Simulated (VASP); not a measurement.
# Co (P6_3/mmc) in VASP: notebook

The runs below take Co through single point, with LDA.

Program: VASP 6.6.1. These are calculated values, not measurements. Logs are shortened: lines on timing, memory, paths and dates and some standing lists are left out, and cuts for length are marked.

### Step 1. The undisturbed crystal

It takes space group P6_3/mmc (No. 194, hexagonal). The conventional cell has a = 2.472 Å, b = 2.472 Å, c = 4.021 Å, α = 90.00°, β = 90.00°, γ = 120.00°. Co (site symmetry -6m2) is surrounded by 12 Co at 2.47 Å.

### Step 2. Single point, LDA, collinear spin, ferromagnetic start (grid = ENCUT=520 dk=0.35 cell=2x2x2 ISMEAR=1 SIGMA=0.1 LREAL=Auto EDIFF=1e-06)

INCAR

```
SYSTEM = Co
PREC     = Accurate       ! precision mode
ENCUT    = 520            ! plane-wave cutoff, eV
EDIFF    = 1E-6           ! SCF threshold, eV
ISMEAR   = 1              ! smearing method
SIGMA    = 0.1            ! smearing width, eV
LREAL    = Auto         
LASPH    = .True.         ! aspherical terms in the spheres
NELM     = 120            ! most SCF steps
ALGO     = Fast           ! electronic algorithm
ISIF     = 2              ! what is computed and relaxed
LWAVE    = .False.        ! write WAVECAR
LCHARG   = .False.        ! write CHGCAR
ISPIN    = 2              ! spin polarisation
MAGMOM   = 2 2 2 2 2 2 2 2 2 2 2 2 2 2 2 ! initial moments
LORBIT   = 11             ! projections on sites
LMAXMIX  = 4              ! l up to which the mixer works
GGA      = CA             ! functional
NBANDS   = 82             ! bands
```

KPOINTS

```
Automatic mesh
0
Gamma
  5 5 3
  0 0 0
```

POSCAR

```
Co
1.0
    4.9439998064      0.0000000000      0.0000000000
   -2.4719999032      4.2816294286      0.0000000000
    0.0000000000      0.0000000000      8.0422881600
Co
15
Direct
    0.3333333334      0.1666666666      0.8750000000
    0.3333333334      0.6666666666      0.3750000000
    0.3333333334      0.6666666666      0.8750000000
    0.8333333333      0.1666666666      0.3750000000
    0.8333333333      0.1666666666      0.8750000000
    0.8333333333      0.6666666666      0.3750000000
    0.8333333333      0.6666666666      0.8750000000
    0.1666666666      0.3333333334      0.1250000000
    0.1666666666      0.3333333334      0.6250000000
    0.1666666666      0.8333333333      0.1250000000
    0.1666666666      0.8333333333      0.6250000000
    0.6666666666      0.3333333334      0.1250000000
    0.6666666666      0.3333333334      0.6250000000
    0.6666666666      0.8333333333      0.1250000000
    0.6666666666      0.8333333333      0.6250000000
```

Potentials or basis: VASP PAW LDA potentials, release 64 (Co).

Launch:

```sh
cat potpaw_LDA.64/Co/POTCAR > POTCAR
mpirun -np 1 vasp_std > vasp.out
```

OUTCAR:

```text
SYSTEM = Co
   PREC = Accurate
   ENCUT = 520
   EDIFF = 1E-6
   ISMEAR = 1
   LREAL = Auto
   LASPH = .True.
   NELM = 120
   ISIF = 2
   ISPIN = 2
   LORBIT = 11
   GGA = CA

 Found     10 irreducible k-points:

 Following reciprocal coordinates:
            Coordinates               Weight
  0.000000  0.000000  0.000000      1.000000
  0.200000  0.000000  0.000000      6.000000
  0.400000  0.000000  0.000000      6.000000
  0.200000  0.200000  0.000000      6.000000
  0.400000  0.200000  0.000000      6.000000
  0.000000  0.000000  0.333333      2.000000
   k-points           NKPTS =     10   k-points in BZ     NKDIM =     10   number of bands    NBANDS=     82
   number of dos      NEDOS =    301   number of ions     NIONS =     15
   total plane-waves  NPLWV =  96000
   dimension x,y,z NGX =    40 NGY =   40 NGZ =   60
   dimension x,y,z NGXF=    80 NGYF=   80 NGZF=  120
   ions per type =              15
   NGX,Y,Z   is equivalent  to a cutoff of  13.45, 13.45, 12.40 a.u.
   NGXF,Y,Z  is equivalent  to a cutoff of  26.90, 26.90, 24.81 a.u.
 SYSTEM =  Co
   PREC   = accura    normal or accurate (medium, high low for compatibility)
   ISTART =      0    job   : 0-new  1-cont  2-samecut
   ICHARG =      2    charge: 1-file 2-atom 10-const
   ISPIN  =      2    spin polarized calculation?
   LNONCOLLINEAR =      F non collinear calculations
   LSORBIT =      F    spin-orbit coupling
   LASPH  =      T    aspherical Exc in radial PAW
   ENCUT  =  520.0 eV  38.22 Ry    6.18 a.u.   9.19  9.19 14.95*2*pi/ulx,y,z
   NELM   =    120;   NELMIN=  2; NELMDL= -5     # of ELM steps
   EDIFF  = 0.1E-05   stopping-criterion for ELM
   LREAL  =      T    real-space projection
   EDIFFG = 0.1E-04   stopping-criterion for IOM
   NSW    =      0    number of steps for IOM
   IBRION =     -1    ionic relax: 0-MD 1-quasi-New 2-CG
   NFREE  =      0    steps in history (QN), initial steepest desc. (CG)
   ISIF   =      2    stress and relaxation
   ISYM   =      2    0-nonsym 1-usesym 2-fastsym
   POTIM  = 0.5000    time-step for ionic-motion
   TEBEG  =    0.0;   TEEND  =   0.0 temperature during run
   PSTRESS=    0.0 pullay stress
   NELECT =     135.0000    total number of electrons
   NUPDOWN=      -1.0000    fix difference up-down
   EMIN   =  10.00;   EMAX   =-10.00  energy-range for DOS
   EFERMI =   0.00;   METHOD = LEGACY
   ISMEAR =     1;   SIGMA  =   0.10  broadening in eV -4-tet -1-fermi 0-gaus
   EFERMI_NEDOS =   21; number of points for ismear=-14 and -15
   IALGO  =     68    algorithm
   IMIX   =      4    mixing-type and parameters
     AMIX     =   0.40;   BMIX     =  1.00
     AMIX_MAG =   1.60;   BMIX_MAG =  1.00
  volume/ion in A,a.u.               =      11.35        76.59
  Fermi-wavevector in a.u.,A,eV,Ry     =   1.515294  2.863491 31.240573  2.296117
  Thomas-Fermi vector in A             =   2.624837
   LORBIT       =     11    0 simple, 1 ext, 2 COOP (PROOUT), +10 PAW based schemes
   GGA     = CA    functional components
   LHFCALC =     F    Hartree Fock is set to
   AEXX    =    0.0000 exact exchange contribution
   IVDW    =     0    specifies the selected vdW correction
   LEPSILON=     F    determine dielectric tensor
   LRPA    =     F    only Hartree local field effects (RPA)
 spin polarized calculation
 RMM-DIIS sequential band-by-band and
 Methfessel and Paxton  Order N= 1 SIGMA  =   0.10
  energy-cutoff  :      520.00
  volume of cell :      170.24
 maximum number of plane-waves:      4600
 NGX is ok and might be reduce to    40
   NGX = 19   NGY = 19   NGZ = 29

 number of electron     134.9999978 magnetization      23.6807675

 Free energy of the ion-electron system (eV)
  ---------------------------------------------------
  ext. energy  EPLUGINS =         0.00000000
  ---------------------------------------------------
  free energy    TOTEN  =      -118.77733698 eV

  energy without entropy =     -118.76971268  energy(sigma->0) =     -118.77479555

 E-fermi :   9.2300     XC(G=0): -13.4023

 val. band max:        9.2274910998   @ k =   0.4000   0.2000   0.0000
 cond. band min:       9.2374293154   @ k =   0.4000   0.0000   0.3333
 fundamental gap:      0.0099382155
 Fermi energy:         9.2300402194

 spin component 1

 k-point     1 :       0.0000    0.0000    0.0000
  band No.  band energies     occupation
      1       0.5221      1.00000
      2       2.6467      1.00000
      3       2.9554      1.00000
      4       4.2642      1.00000
      5       4.2920      1.00000
      6       4.3875      1.00000
[... 71 lines left out ...]
     78       9.4921     -0.00066
     79      10.6279     -0.00000

 k-point     2 :       0.2000    0.0000    0.0000
  band No.  band energies     occupation
      1       0.8733      1.00000
      2       2.9556      1.00000
      3       3.2295      1.00000
      4       4.2391      1.00000
      5       4.3864      1.00000
      6       4.4523      1.00000
[... 71 lines left out ...]
     78       8.8650      1.00000
     79       9.2716      0.17971
[... 244 lines left out ...]
     78       9.0846      1.02962
     79       9.1608      0.95734

 k-point     6 :       0.0000    0.0000    0.3333
  band No.  band energies     occupation
      1       0.7600      1.00000
      2       1.7022      1.00000
      3       3.7793      1.00000
      4       4.1738      1.00000
      5       4.2394      1.00000
      6       4.2955      1.00000
[... 71 lines left out ...]
     78       8.9635      1.00054
     79      10.2600     -0.00000

 [... further k-points ...]

 spin component 2

 k-point     1 :       0.0000    0.0000    0.0000
  band No.  band energies     occupation
      1       0.7185      1.00000
      2       2.9121      1.00000
      3       3.2513      1.00000
      4       5.2128      1.00000
      5       5.2668      1.00000
      6       5.3193      1.00000
[... 71 lines left out ...]
     78      10.5794     -0.00000
     79      10.6064     -0.00000

 k-point     2 :       0.2000    0.0000    0.0000
  band No.  band energies     occupation
      1       1.0716      1.00000
      2       3.2274      1.00000
      3       3.5359      1.00000
      4       4.9036      1.00000
      5       5.2990      1.00000
      6       5.3931      1.00000
[... 71 lines left out ...]
     78      10.5057     -0.00000
     79      10.6370     -0.00000
[... 244 lines left out ...]
     78      10.4818     -0.00000
     79      10.5625     -0.00000

 k-point     6 :       0.0000    0.0000    0.3333
  band No.  band energies     occupation
      1       0.9564      1.00000
      2       1.9203      1.00000
      3       4.3112      1.00000
      4       5.0779      1.00000
      5       5.1347      1.00000
      6       5.2633      1.00000
[... 71 lines left out ...]
     78      10.5978     -0.00000
     79      10.6983     -0.00000

 [... further k-points ...]

 [bands above 79 left out]

------------------------ aborting loop because EDIFF is reached ----------------------------------------

  FORCE on cell =-STRESS in cart. coord.  units (eV):
  Direction    XX          YY          ZZ          XY          YZ          ZX
  --------------------------------------------------------------------------------------
  -------------------------------------------------------------------------------------
  Total      -16.9004017    -16.9004017    -20.8089858      0.0000000      0.0000000      0.0000000
  in kB     -159.0524843   -159.0524842   -195.8368178      0.0000000      0.0000000      0.0000000
  external PRESSURE =    -171.3139288 kB  Pullay stress =       0.0000000 kB

 VOLUME and BASIS-vectors are now :
 -----------------------------------------------------------------------------
  energy-cutoff  :      520.00
  volume of cell :      170.24
      direct lattice vectors                 reciprocal lattice vectors
     4.943999806  0.000000000  0.000000000     0.202265380  0.116777972  0.000000000
    -2.471999903  4.281629429  0.000000000     0.000000000  0.233555943  0.000000000
     0.000000000  0.000000000  8.042288160     0.000000000  0.000000000  0.124342722

 POSITION                                       TOTAL-FORCE (eV/Angst)
 -----------------------------------------------------------------------------------
      1.23600      0.71360      7.03700        -0.000000     -0.000000      0.000000
      0.00000      2.85442      3.01586        -0.221346     -0.127794     -0.000000
      0.00000      2.85442      7.03700        -0.104137     -0.060124     -0.000000
      3.70800      0.71360      3.01586        -0.000000      0.255588      0.000000
      3.70800      0.71360      7.03700        -0.000000      0.120247     -0.000000
      2.47200      2.85442      3.01586         0.221346     -0.127794      0.000000
      2.47200      2.85442      7.03700         0.104137     -0.060124      0.000000
     -0.00000      1.42721      1.00529         0.131590     -0.075973      0.004015
     -0.00000      1.42721      5.02643         0.131590     -0.075973     -0.004015
     -1.23600      3.56802      1.00529        -0.000000      0.151947      0.004015
     -1.23600      3.56802      5.02643        -0.000000      0.151947     -0.004015
      2.47200      1.42721      1.00529        -0.131590     -0.075973      0.004015
      2.47200      1.42721      5.02643        -0.131590     -0.075973     -0.004015
      1.23600      3.56802      1.00529        -0.000000     -0.000000      0.099074
      1.23600      3.56802      5.02643        -0.000000     -0.000000     -0.099074
 -----------------------------------------------------------------------------------
    total drift:                                0.000000      0.000000     -0.000000

  FREE ENERGIE OF THE ION-ELECTRON SYSTEM (eV)
  ---------------------------------------------------
  free  energy   TOTEN  =      -118.7773369808 eV

  energy  without entropy=     -118.7697126770  energy(sigma->0) =     -118.77479555

 total charge

# of ion       s       p       d       tot
------------------------------------------
    1        0.496   0.528   7.306   8.329
    2        0.489   0.460   7.252   8.202
    3        0.495   0.531   7.289   8.316
    4        0.489   0.460   7.252   8.202
    5        0.495   0.531   7.289   8.316
    6        0.489   0.460   7.252   8.202
    7        0.495   0.531   7.289   8.316
    8        0.492   0.493   7.275   8.260
    9        0.492   0.493   7.275   8.260
   10        0.492   0.493   7.275   8.260
   11        0.492   0.493   7.275   8.260
   12        0.492   0.493   7.275   8.260
   13        0.492   0.493   7.275   8.260
   14        0.502   0.538   7.296   8.336
   15        0.502   0.538   7.296   8.336
--------------------------------------------------
tot          7.404   7.538 109.170 124.112

 magnetization (x)

# of ion       s       p       d       tot
------------------------------------------
    1       -0.012  -0.034   1.517   1.471
    2       -0.010  -0.027   1.692   1.656
    3       -0.012  -0.035   1.627   1.581
    4       -0.010  -0.027   1.692   1.656
    5       -0.012  -0.035   1.627   1.581
    6       -0.010  -0.027   1.692   1.656
    7       -0.012  -0.035   1.627   1.581
    8       -0.011  -0.028   1.641   1.602
    9       -0.011  -0.028   1.641   1.602
   10       -0.011  -0.028   1.641   1.602
   11       -0.011  -0.028   1.641   1.602
   12       -0.011  -0.028   1.641   1.602
   13       -0.011  -0.028   1.641   1.602
   14       -0.013  -0.039   1.498   1.447
   15       -0.013  -0.039   1.498   1.447
--------------------------------------------------
tot         -0.167  -0.465  24.318  23.685
```

It took 14 min on 1 thread of Intel Xeon Platinum 8559C (Emerald Rapids), shared host; peak memory 0.37 GiB.

These settings aren't checked as converged: the numbers below hold their error.

What came out:

```yaml
Free_energy: -118.7773 eV
Pressure: -17.1 GPa
Largest_force: 0.256 eV/Å
Band_gap_on_the_k_mesh: none (metal or under the smearing width)
Net_moment: 23.68 μB per cell
Site_moments: Co +1.47, +1.66, +1.58, +1.60, +1.45 μB
Valence_electrons_inside_the_program's_atomic_spheres: Co 8.33, 8.20, 8.32, 8.26, 8.34
```

### Step 3. Single point, LDA, collinear spin, ferromagnetic start (grid = ENCUT=400 dk=0.27 cell=2x2x2 ISMEAR=1 SIGMA=0.1 LREAL=Auto EDIFF=1e-06)

INCAR: that of step 2 with these lines changed.

```diff
@@ -2,3 +2,3 @@
 PREC     = Accurate       ! precision mode
-ENCUT    = 520            ! plane-wave cutoff, eV
+ENCUT    = 400            ! plane-wave cutoff, eV
 EDIFF    = 1E-6           ! SCF threshold, eV
```

KPOINTS

```
Automatic mesh
0
Gamma
  6 6 3
  0 0 0
```

POSCAR is that of step 2.

Potentials or basis: VASP PAW LDA potentials, release 64 (Co).

Launch:

```sh
cat potpaw_LDA.64/Co/POTCAR > POTCAR
mpirun -np 1 vasp_std > vasp.out
```

Run time: 14 min. Hardware: 1 thread of Intel Xeon Platinum 8559C (Emerald Rapids), shared host; peak memory 0.32 GiB.

The run converged, but some of its settings lie outside the range that counts as converged, so its numbers aren't taken as properties of the crystal.

Results:

| Item | Value |
| --- | --- |
| Free energy | -118.8724 eV |
| Pressure | -18.7 GPa |
| Largest force | 0.241 eV/Å |
| Band gap on the k mesh | none (metal or under the smearing width) |
| Net moment | 22.57 μB per cell |
| Site moments | Co +1.37, +1.62, +1.50, +1.53, +1.38 μB |
| Valence electrons inside the program's atomic spheres | Co 8.33, 8.20, 8.31, 8.26 |

### Step 4. Single point, LDA, collinear spin, ferromagnetic start (grid = ENCUT=650 dk=0.35 cell=2x2x2 ISMEAR=1 SIGMA=0.1 LREAL=Auto EDIFF=1e-06)

INCAR: that of step 3 with these lines changed.

```diff
@@ -2,3 +2,3 @@
 PREC     = Accurate       ! precision mode
-ENCUT    = 400            ! plane-wave cutoff, eV
+ENCUT    = 650            ! plane-wave cutoff, eV
 EDIFF    = 1E-6           ! SCF threshold, eV
```

KPOINTS

```
Automatic mesh
0
Gamma
  5 5 3
  0 0 0
```

POSCAR is that of step 3.

Launch:

```sh
cat potpaw_LDA.64/Co/POTCAR > POTCAR
mpirun -np 1 vasp_std > vasp.out
```

It took 16 min on 1 thread of Intel Xeon Platinum 8559C (Emerald Rapids), shared host; peak memory 0.44 GiB.

The run converged, but some of its settings lie outside the range that counts as converged, so its numbers aren't taken as properties of the crystal.

Results:

| Item | Value |
| --- | --- |
| Free energy | -118.8021 eV |
| Pressure | -17.0 GPa |
| Largest force | 0.255 eV/Å |
| Band gap on the k mesh | none (metal or under the smearing width) |
| Net moment | 23.97 μB per cell |
| Site moments | Co +1.51, +1.69, +1.59, +1.61, +1.47 μB |
| Valence electrons inside the program's atomic spheres | Co 8.33, 8.20, 8.32, 8.26, 8.34 |
